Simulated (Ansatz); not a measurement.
# Mg started in the second kind of void in rocksalt MgO, 65 atoms, charge +2

How does the host give way around this defect, what does it cost to form, and which levels does it put into the gap? The levels of theory are PBEsol and HSE06.

All numbers are computed with Ansatz 0.2.0 (PAW, plane waves).

### Step 1. The system as built

65 atoms (32 O, 33 Mg); a = 8.429 Å, b = 8.429 Å, c = 8.429 Å, α = 90.00°, β = 90.00°, γ = 90.00°. All atoms were shaken off their sites by about 0.02 Å along each axis. Defect site 1: (0.125, 0.375, 0.375).

Plan of the steps: (2) PBEsol relaxation at the single k point (¼, ¼, ¼), on 8 threads of Arm Neoverse-V1; (3) HSE06 single point at the single k point (¼, ¼, ¼), on 8 threads of Arm Neoverse-V1.

### Step 2. Relaxation of the positions (PBEsol)

Input file in.yaml:

```yaml
crystal:
  lattice:
    - [8.428808, 0.000000, 0.000000]
    - [0.000000, 8.428808, 0.000000]
    - [0.000000, 0.000000, 8.428808]
  atoms:
    - { symbol: O, position: [0.249894, 0.004055, 0.005123] }
    - { symbol: O, position: [0.246931, 0.002624, 0.503376] }
    - { symbol: O, position: [0.253878, 0.499861, 0.000435] }
    - { symbol: O, position: [0.253534, 0.503401, 0.499118] }
    - { symbol: O, position: [0.751004, 0.001264, 0.001022] }
    - { symbol: O, position: [0.747189, 0.999351, 0.500141] }
    - { symbol: O, position: [0.745064, 0.500592, 0.995448] }
    - { symbol: O, position: [0.752840, 0.498272, 0.500253] }
    - { symbol: O, position: [0.001310, 0.246435, 0.998043] }
    - { symbol: O, position: [0.001616, 0.249882, 0.500119] }
    - { symbol: O, position: [0.997406, 0.751588, 0.000421] }
    - { symbol: O, position: [0.001334, 0.753580, 0.501287] }
    - { symbol: O, position: [0.499228, 0.252468, 0.995603] }
    - { symbol: O, position: [0.502005, 0.250132, 0.502490] }
    - { symbol: O, position: [0.503952, 0.748895, 0.999106] }
    - { symbol: O, position: [0.503535, 0.748671, 0.500863] }
    - { symbol: O, position: [0.995790, 0.000624, 0.246178] }
    - { symbol: O, position: [0.998084, 0.001053, 0.748962] }
    - { symbol: O, position: [0.997013, 0.502064, 0.251858] }
    - { symbol: O, position: [0.002856, 0.502618, 0.753150] }
    - { symbol: O, position: [0.498594, 0.999027, 0.256516] }
    - { symbol: O, position: [0.499134, 0.998509, 0.749222] }
    - { symbol: O, position: [0.501150, 0.499137, 0.248169] }
    - { symbol: O, position: [0.497063, 0.500823, 0.750583] }
    - { symbol: O, position: [0.250131, 0.247076, 0.249643] }
    - { symbol: O, position: [0.252391, 0.245300, 0.747056] }
    - { symbol: O, position: [0.248128, 0.751959, 0.249113] }
    - { symbol: O, position: [0.253953, 0.750433, 0.753279] }
    - { symbol: O, position: [0.749072, 0.250158, 0.252278] }
    - { symbol: O, position: [0.748895, 0.252862, 0.748883] }
    - { symbol: O, position: [0.747770, 0.747535, 0.252645] }
    - { symbol: O, position: [0.751379, 0.749915, 0.749919] }
    - { symbol: Mg, position: [0.001303, 0.000716, 0.001435] }
    - { symbol: Mg, position: [0.999448, 0.003562, 0.498736] }
    - { symbol: Mg, position: [0.000395, 0.506738, 0.999155] }
    - { symbol: Mg, position: [0.996289, 0.497454, 0.497670] }
    - { symbol: Mg, position: [0.501571, 0.999997, 0.000563] }
    - { symbol: Mg, position: [0.498002, 0.001527, 0.501517] }
    - { symbol: Mg, position: [0.498151, 0.501437, 0.002888] }
    - { symbol: Mg, position: [0.500634, 0.504645, 0.503087] }
    - { symbol: Mg, position: [0.248416, 0.247632, 0.997100] }
    - { symbol: Mg, position: [0.251174, 0.251965, 0.502395] }
    - { symbol: Mg, position: [0.250614, 0.745600, 0.999559] }
    - { symbol: Mg, position: [0.245858, 0.750535, 0.495208] }
    - { symbol: Mg, position: [0.747704, 0.250371, 0.999793] }
    - { symbol: Mg, position: [0.750959, 0.251481, 0.502537] }
    - { symbol: Mg, position: [0.749869, 0.751651, 0.997321] }
    - { symbol: Mg, position: [0.750193, 0.748702, 0.504452] }
    - { symbol: Mg, position: [0.250636, 0.003579, 0.250046] }
    - { symbol: Mg, position: [0.245080, 0.998196, 0.747680] }
    - { symbol: Mg, position: [0.248863, 0.498671, 0.250638] }
    - { symbol: Mg, position: [0.248633, 0.500582, 0.747070] }
    - { symbol: Mg, position: [0.747427, 0.001683, 0.247885] }
    - { symbol: Mg, position: [0.752510, 0.997342, 0.751943] }
    - { symbol: Mg, position: [0.747714, 0.503857, 0.249458] }
    - { symbol: Mg, position: [0.749352, 0.500538, 0.749027] }
    - { symbol: Mg, position: [0.998190, 0.251285, 0.252321] }
    - { symbol: Mg, position: [0.003564, 0.249363, 0.750896] }
    - { symbol: Mg, position: [0.997285, 0.750813, 0.250161] }
    - { symbol: Mg, position: [0.000115, 0.747680, 0.756581] }
    - { symbol: Mg, position: [0.498255, 0.255017, 0.248923] }
    - { symbol: Mg, position: [0.503048, 0.248793, 0.751474] }
    - { symbol: Mg, position: [0.500134, 0.748231, 0.246291] }
    - { symbol: Mg, position: [0.498235, 0.745924, 0.749861] }
    - { symbol: Mg, position: [0.124355, 0.377814, 0.374900] }
  symmetry: { detect: false }
kpoints:
  mp_grid: { grid: [1, 1, 1], shift: [0.25, 0.25, 0.25] }
hamiltonian:
  xc: pbesol
total_charge: 2
scf:
  occupations: { method: fermi_dirac, width: 0.01 }
relax:
  f_tol: 0.03
  max_steps: 80
  escape_saddle: false
  adjacent_minimum: "off"
output:
  forces: true
  eigenvalues: true
  populations: true
  charged_corrections: { epsilon: 9.8 }
  write_density: true
  write_potential: true
  elf: true
  volumetric_format: npy
```

The run is started by

```sh
$ ansatz run in.yaml --threads 8 --pin off --max-ram 13300MiB --runs-dir r --events-out ev --progress --plain
```

After this run come: HSE06 on the final geometry.

**Question.** What will these runs give? Wanted: for each run, formation energy; host gap; top filled to lowest empty.

The runs gave:

| level | time | formation energy (eV) | host gap (eV) | top filled to lowest empty (eV) |
| --- | --- | --- | --- | --- |
| PBEsol, relaxation | 39 s (8 CPU threads) | 1.19 | 4.61 | 5.41 |
| HSE06 | 3.5 min (8 CPU threads) | -0.96 | 6.48 | 7.27 |

| quantity | value |
| --- | --- |
| relaxation | 5 recorded steps, 9.27 eV gained |
| largest shift | 0.46 Å (Mg51) |

**In words.** Relaxation gains 9.27 eV, with shifts up to 0.46 Å (Mg51). The formation energy at E_F = VBM goes from 1.19 eV (PBEsol) to -0.96 eV (HSE06), as the host gap goes from 4.61 to 6.48 eV. The reservoirs are the elements' reference phases; where the defect changes the composition, the value depends on that choice. HSE06 shows no level inside the gap that the count of atoms sharing it marks as tightly localised. The host's edges were read at Γ, so band-like levels at this k point need not coincide with them. One k point and a cell of this size can leave errors of several tenths of an eV. The dielectric constant of 9.8 in the correction is an assumed value.
